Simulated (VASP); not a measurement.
Here is the system:

```yaml
crystal:
  lattice:
    - [4.48609, 0.00000, 0.00000]
    - [0.00000, 4.48609, 0.00000]
    - [0.00000, 0.00000, 2.90943]
  atoms:
    - { symbol: Ge, position: [0.00000, 0.00000, 0.00000] }
    - { symbol: Ge, position: [0.50000, 0.50000, 0.50000] }
    - { symbol: O, position: [0.30691, 0.30691, 0.00000] }
    - { symbol: O, position: [0.80691, 0.19309, 0.50000] }
    - { symbol: O, position: [0.19309, 0.80691, 0.50000] }
    - { symbol: O, position: [0.69309, 0.69309, 0.00000] }
```

Method: PBE GGA, VASP's PBE PAW potentials (set 64) (plane waves; VASP 6.6.1). Settings: 520 eV cut-off, 6×6×9 Γ-centred mesh, Gaussian smearing of 0.010 eV, potentials Ge_d O.

The dielectric response may not be converged in the k-mesh; for small gaps it tends to come out too large.

Task: The job: GeO$_{2}$ (rutile), 6 atoms, PBE, DFPT for ε, Born charges and Γ modes, 520 eV, 6×6×9 Γ-centred mesh. Roughly how much core time does it take on a busy server core?

Result: About 30 core-minutes (one run on a shared machine, a rough figure). It had 50 irreducible k-points, 31 bands, up to 1600 plane waves and 215 electronic steps.

The compound is GeO2 in the rutile structure. It was relaxed first, which changed the volume by +6 %.
